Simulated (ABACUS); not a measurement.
# MoS2 in ABACUS: equation of state

How stiff is MoS2 in PBEsol, and what volume does it want? The cell is scaled to several volumes.

All numbers are computed with ABACUS 3.10.1; they aren't measurements. Logs are shortened: lines on timing, memory, paths and dates and some standing lists are left out, and cuts for length are marked.

## 1. Starting point

The cell holds a slab with vacuum, 3 atoms: a = 3.184 Å, b = 3.184 Å, c = 17.335 Å, α = 90.00°, β = 90.00°, γ = 120.00°.

## 2. Equation of state, PBEsol, 47.69 Å³/atom (volume scaled by 0.94)

The input, INPUT:

```
INPUT_PARAMETERS
suffix              MoS2
calculation         scf
basis_type          pw
pseudo_dir          ./
symmetry            1
dft_functional      pbesol
ecutwfc             81
pseudo_rcut         7
nspin               1
nbands              17
ks_solver           dav
smearing_method     fd
smearing_sigma      0.00367493
scf_thr             1e-08
scf_nmax            100
mixing_type         broyden
mixing_beta         0.7
cal_force           1
cal_stress          1
kpar                4
```

The input, STRU:

```
ATOMIC_SPECIES
Mo 95.9500 Mo.upf
S 32.0600 S.upf

LATTICE_CONSTANT
1.8897261246

LATTICE_VECTORS
3.1191256785 0.0000000000 0.0000000000
-1.5595628393 2.7012420752 0.0000000000
0.0000000000 0.0000000000 16.9807333112

ATOMIC_POSITIONS
Direct

Mo
0.0
1
0.0000000000 0.0000000000 0.0000000000 1 1 1

S
0.0
2
0.3333333333 0.6666666667 0.9105070200 1 1 1
0.3333333333 0.6666666667 0.0894929800 1 1 1
```

The input, KPT:

```
K_POINTS
0
Gamma
10 10 2 0 0 0
```

Potentials or basis: PseudoDojo NC SR 0.4.1 PBEsol standard, plane waves.

Started as:

```bash
$ OMP_NUM_THREADS=1 mpirun -np 4 abacus > log
```

running log:

```text
ABACUS v3.10.1

               Atomic-orbital Based Ab-initio Computation at UStc

 ------------------------------------------------------------------------------------

 READING GENERAL INFORMATION
                           global_out_dir = OUT.MoS2/
                           global_in_card = INPUT
                               pseudo_dir = ./
                              orbital_dir =
                                    DSIZE = 4
                                    GSIZE = 1

 READING UNITCELL INFORMATION
                                    ntype = 2
                  lattice constant (Bohr) = 1.88973
              lattice constant (Angstrom) = 1

 READING ATOM TYPE 1
                               atom label = Mo
                      L=0, number of zeta = 1
                      L=1, number of zeta = 1
                      L=2, number of zeta = 1
             number of atom for this type = 1

 READING ATOM TYPE 2
                               atom label = S
                      L=0, number of zeta = 1
                      L=1, number of zeta = 1
                      L=2, number of zeta = 1
             number of atom for this type = 2

                        TOTAL ATOM NUMBER = 3
DIRECT COORDINATES
    atom                   x                   y                   z     mag                  vx                  vy                  vz
taud_Mo1            0.0000000000        0.0000000000        0.0000000000  0.0000        0.0000000000        0.0000000000        0.0000000000
taud_S1            0.3333333333        0.6666666667        0.9105070200  0.0000        0.0000000000        0.0000000000        0.0000000000
taud_S2            0.3333333333        0.6666666667        0.0894929800  0.0000        0.0000000000        0.0000000000        0.0000000000

                          Volume (Bohr^3) = 965.494
                             Volume (A^3) = 143.071

 Lattice vectors: (Cartesian coordinate: in unit of a_0)
             +3.11913                  +0                  +0
             -1.55956            +2.70124                  +0
                   +0                  +0            +16.9807
 Reciprocal vectors: (Cartesian coordinate: in unit of 2 pi/a_0)
            +0.320603             +0.1851                  -0
                   -0             +0.3702                  -0
                   +0                  -0          +0.0588903
 The esolver type has been set to : ksdft_pw

                PAO radial cut off (Bohr) = 7

 Read in pseudopotential file is Mo.upf
                     pseudopotential type = NC
          exchange-correlation functional = PBESOL
                 nonlocal core correction = 1
                        valence electrons = 14
                                     lmax = 2
                           number of zeta = 4
                     number of projectors = 6
                           L of projector = 0
[... 5 lines left out ...]
                PAO radial cut off (Bohr) = 7

 Read in pseudopotential file is S.upf
                     pseudopotential type = NC
          exchange-correlation functional = PBESOL
                 nonlocal core correction = 1
                        valence electrons = 6
                                     lmax = 2
                           number of zeta = 2
                     number of projectors = 6
                           L of projector = 0
                           L of projector = 0
                           L of projector = 1
                           L of projector = 1
                           L of projector = 2
                           L of projector = 2
     initial pseudo atomic orbital number = 18

 SETUP THE ELECTRONS NUMBER
            electron number of element Mo = 14
      total electron number of element Mo = 14
             electron number of element S = 6
       total electron number of element S = 12
            AUTOSET number of electrons:  = 26
                           occupied bands = 13
                                   NBANDS = 17
                                   NLOCAL = 27

%%%%%%%%%%%%%%%%%%%%%%%%%%%%%%%%%%%%%%%%%%%%%%%%%%%%%%%%%%%%%%%%%%%%%%%%%%%%%%%%%%%%%%%%%%%%%%%%%%%%%%%%%%
 Warning: the number of valence electrons in pseudopotential > 6 for Mo: [Kr] 4d5 5s1
 Pseudopotentials with additional electrons can yield (more) accurate outcomes, but may be less efficient.
 If you're confident that your chosen pseudopotential is appropriate, you can safely ignore this warning.
%%%%%%%%%%%%%%%%%%%%%%%%%%%%%%%%%%%%%%%%%%%%%%%%%%%%%%%%%%%%%%%%%%%%%%%%%%%%%%%%%%%%%%%%%%%%%%%%%%%%%%%%%%

 SETUP THE PLANE WAVE BASIS
 energy cutoff for charge/potential (unit:Ry) = 324
            fft grid for charge/potential = [ 36, 36, 192 ]
                        fft grid division = [ 1, 1, 1 ]
        big fft grid for charge/potential = [ 36, 36, 192 ]
                                     nbxx = 248832
                                     nrxx = 248832

 SETUP PLANE WAVES FOR CHARGE/POTENTIAL
                    number of plane waves = 95007
                         number of sticks = 769

 PARALLEL PW FOR CHARGE/POTENTIAL
     PROC   COLUMNS(POT)             PW
        1            769          95007
 --------------- sum -------------------
        1            769          95007
                            number of |g| = 4539
                                  max |g| = 29.3053
                                  min |g| = 0

----------- Double Check Mixing Parameters Begin ------------
mixing_type: broyden
mixing_beta: 0.7
mixing_gg0: 1
mixing_gg0_min: 0.1
mixing_ndim: 8
----------- Double Check Mixing Parameters End ------------

 LATTICE VECTORS: (CARTESIAN COORDINATE: IN UNIT OF A0)
             +3.11913                  +0                  +0
             -1.55956            +2.70124                  +0
                   +0                  +0            +16.9807
                       right hand lattice = 1
                                   NORM_A = 3.11913
                                   NORM_B = 3.11913
                                   NORM_C = 16.9807
                           ALPHA (DEGREE) = 90
                           BETA  (DEGREE) = 90
                           GAMMA (DEGREE) = 120

 The lattice vectors have been changed (STRU_SIMPLE.cif)

(for optimal symmetric configuration:)
                             BRAVAIS TYPE = 4
                     BRAVAIS LATTICE NAME = 04. Hexagonal cell
                                    ibrav = 4
                                    IBRAV = 4
                                  BRAVAIS = HEXAGONAL CELL
                       LATTICE CONSTANT A = 3.11913
                                C/A RATIO = 5.44407
Original cell was already a primitive cell.
                        ROTATION MATRICES = 24
              PURE POINT GROUP OPERATIONS = 12
                   SPACE GROUP OPERATIONS = 12
                                       C2 = 3
                                       C3 = 2
                                       C4 = 0
                                       C6 = 0
                                       S1 = 4
                                       S3 = 2
                                       S4 = 0
                                       S6 = 0
                              POINT GROUP = D_3h
                                       C2 = 3
                                       C3 = 2
                                       C4 = 0
                                       C6 = 0
                                       S1 = 4
                                       S3 = 2
                                       S4 = 0
                                       S6 = 0
               POINT GROUP IN SPACE GROUP = D_3h

 SETUP K-POINTS
                                    nspin = 1
                   Input type of k points = Monkhorst-Pack(Gamma)
                                   nkstot = 200
                       right hand lattice = 1
(for reciprocal lattice: )
                             BRAVAIS TYPE = 4
                     BRAVAIS LATTICE NAME = 04. Hexagonal cell
                                    ibrav = 4
                       right hand lattice = 1
(for k-lattice: )
                             BRAVAIS TYPE = 4
                     BRAVAIS LATTICE NAME = 04. Hexagonal cell
                                    ibrav = 4
                       right hand lattice = 1
                        ROTATION MATRICES = 24
                               nkstot_ibz = 28
K-POINTS REDUCTION ACCORDING TO SYMMETRY
     IBZ    DIRECT_X    DIRECT_Y    DIRECT_Z  WEIGHT  ibz2bz
       1  0.00000000  0.00000000  0.00000000  0.0050       0
       2 -0.10000000  0.10000000  0.00000000  0.0300       1
       3 -0.20000000  0.20000000  0.00000000  0.0300       2
       4 -0.30000000  0.30000000  0.00000000  0.0300       3
       5 -0.40000000  0.40000000  0.00000000  0.0300       4
       6  0.50000000  0.50000000  0.00000000  0.0150       5
[... 20 lines left out ...]
      27  0.40000000  0.40000000  0.50000000  0.0300     124
      28  0.40000000  0.30000000  0.50000000  0.0300     133

                               nkstot now = 28
[... K-POINTS DIRECT COORDINATES: 28 rows ...]

           k-point number in this process = 7
       minimum distributed K point number = 7
[... stars of the k points ...]

[... K-POINTS CARTESIAN COORDINATES: 7 rows ...]

[... K-POINTS DIRECT COORDINATES: 7 rows ...]

 SETUP PLANE WAVES FOR WAVE FUNCTIONS
     energy cutoff for wavefunc (unit:Ry) = 81
              fft grid for wave functions = [ 36, 36, 192 ]
                    number of plane waves = 16651
                         number of sticks = 241

 PARALLEL PW FOR WAVE FUNCTIONS
     PROC   COLUMNS(POT)             PW
        1            241          16651
 --------------- sum -------------------
        1            241          16651

 SETUP NONLOCAL PSEUDOPOTENTIALS IN PLANE WAVE BASIS
 Mo non-local projectors:
 projector 1 L=0
 projector 2 L=0
 projector 3 L=1
 projector 4 L=1
 projector 5 L=2
 projector 6 L=2
 S non-local projectors:
 projector 1 L=0
 projector 2 L=0
 projector 3 L=1
 projector 4 L=1
 projector 5 L=2
 projector 6 L=2
      TOTAL NUMBER OF NONLOCAL PROJECTORS = 54

 Init Non-Local PseudoPotential table :
 Init Non-Local-Pseudopotential done.

                                     npwx = 11961

 Make real space PAO into reciprocal space.
       max mesh points in Pseudopotential = 701
     dq(describe PAO in reciprocal space) = 0.01
                                    max q = 1084

 number of pseudo atomic orbitals for Mo is 4
WARNING: norm of atomic wavefunction # 3 of atomic type Mo is 0.999077, renormalized
WARNING: norm of atomic wavefunction # 4 of atomic type Mo is 0.989366, renormalized

 number of pseudo atomic orbitals for S is 2
WARNING: norm of atomic wavefunction # 1 of atomic type S is 0.999996, renormalized
WARNING: norm of atomic wavefunction # 2 of atomic type S is 0.999702, renormalized

 -------------------------------------------
 SELF-CONSISTENT
 -------------------------------------------
                                 init_chg = atomic

 PW ALGORITHM --------------- ION=   1  ELEC=   1--------------------------------

 Density error is 0.469079286526
                          Error Threshold = 0.01
----------------------------------------------------------
     Energy           Rydberg                 eV
----------------------------------------------------------
 E_KohnSham     -184.6127863503      -2511.7858180206
 E_Harris       -192.7277992593      -2622.1962329271
 E_Fermi        0.1001407083         1.3624842348
----------------------------------------------------------
[... 135 lines left out ...]
 Density error is 1.15005970499e-09
                          Error Threshold = 4.18375285577e-11
----------------------------------------------------------
     Energy           Rydberg                 eV
----------------------------------------------------------
 E_KohnSham     -184.8282595527      -2514.7174813399
 E_KS(sigma->0) -184.8282595527      -2514.7174813395
 E_Harris       -184.8273430261      -2514.7050113560
 E_band         -30.9844148048       -421.5645905407
 E_one_elec     -914.7626791464      -12445.9847541372
 E_Hartree      458.7322080960       6241.3718862271
 E_xc           -33.2677893361       -452.6314948346
 E_Ewald        304.4700008339       4142.5268814058
 E_entropy(-TS) -0.0000000001        -0.0000000008
 E_descf        0.0000000000         0.0000000000
 E_exx          0.0000000000         0.0000000000
 E_Fermi        0.0751736862         1.0227904714
----------------------------------------------------------

 charge density convergence is achieved
 final etot is -2514.7174813 eV
 EFERMI = 1.0227904714 eV

 STATE ENERGY(eV) AND OCCUPATIONS    NSPIN == 1
 1/7 kpoint (Cartesian) = 0.0000 0.0000 0.0000 (11929 pws)
       1       -60.5998      0.0100000
       2       -34.8413      0.0100000
       3       -34.5529      0.0100000
       4       -34.5529      0.0100000
       5       -14.3622      0.0100000
       6       -12.8366      0.0100000
[... 9 lines left out ...]
      16        3.43237    1.17666e-23
      17        3.43237    1.17666e-23
[... 78 lines left out ...]
       1       -60.5489      0.0300000
       2       -35.0308      0.0300000
       3       -34.7410      0.0300000
       4       -34.6623      0.0300000
       5       -12.2657      0.0300000
       6       -12.1035      0.0300000
[... 9 lines left out ...]
      16        4.17061    1.36614e-29
      17        4.80365    4.33465e-35

[... levels at 1 further k points ...]

------------------------------------------------------------------------------------------
 TOTAL-FORCE (eV/Angstrom)
------------------------------------------------------------------------------------------
                       Mo1         0.0000000000         0.0000000000         0.0000000000
                        S1         0.0000000000         0.0000000000        -0.9718570989
                        S2         0.0000000000         0.0000000000         0.9718570989
------------------------------------------------------------------------------------------

----------------------------------------------------------------
 TOTAL-STRESS (KBAR)
----------------------------------------------------------------
        19.5728080293         0.0000000004         0.0000000000
         0.0000000004        19.5728080289        -0.0000000000
         0.0000000000        -0.0000000000        33.0558101118
----------------------------------------------------------------
 TOTAL-PRESSURE: 24.067142 KBAR

 --------------------------------------------
 !FINAL_ETOT_IS -2514.7174813398933111 eV
 --------------------------------------------
```

Run time: 44 s. Hardware: 4 MPI ranks of AMD EPYC 7R43 (Zen 3), shared host; peak memory 0.84 GiB.

What came out:

| Property | Result |
| --- | --- |
| Free energy | -2514.7175 eV |
| Largest force | 0.972 eV/Å |
| Band gap on the k mesh | 1.91 eV, indirect (least direct gap 2.10 eV) |

(Continued in part 2 of 2.)
